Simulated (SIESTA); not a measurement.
The system is Mo.

```
CELL_PARAMETERS angstrom
-1.58381 1.58381 1.58381
1.58381 -1.58381 1.58381
1.58381 1.58381 -1.58381
ATOMIC_POSITIONS crystal
Mo 0.00000 0.00000 0.00000
```

Base run:

- Program: SIESTA 5.4.2
- Functional: PBEsol
- Potentials or basis: PseudoDojo 0.4 standard (PBEsol files)
- Basis: DZP (energy shift 0.003 Ry; two zetas on semicore shells)
- Grid cutoff: 800 Ry
- Energy shift: 0.003 Ry
- k mesh: 12 × 12 × 12
- Occupations: fermi-dirac, width 0.05 eV
- Spin: no spin polarisation

Its results: band gap on the k mesh none (metal or under the smearing width); pressure -6.6 GPa.

**Question.** The run is repeated on the same cell with these changes: functional from PBEsol to PBE; potentials or basis from PseudoDojo 0.4 standard (PBEsol files) to PseudoDojo 0.4 standard (PBE files). What comes out?

**Answer.** Band gap on the k mesh none (metal or under the smearing width); pressure 1.0 GPa.

Caveats: the basis of atomic orbitals isn't converged, which shifts pressures, moduli and gaps.
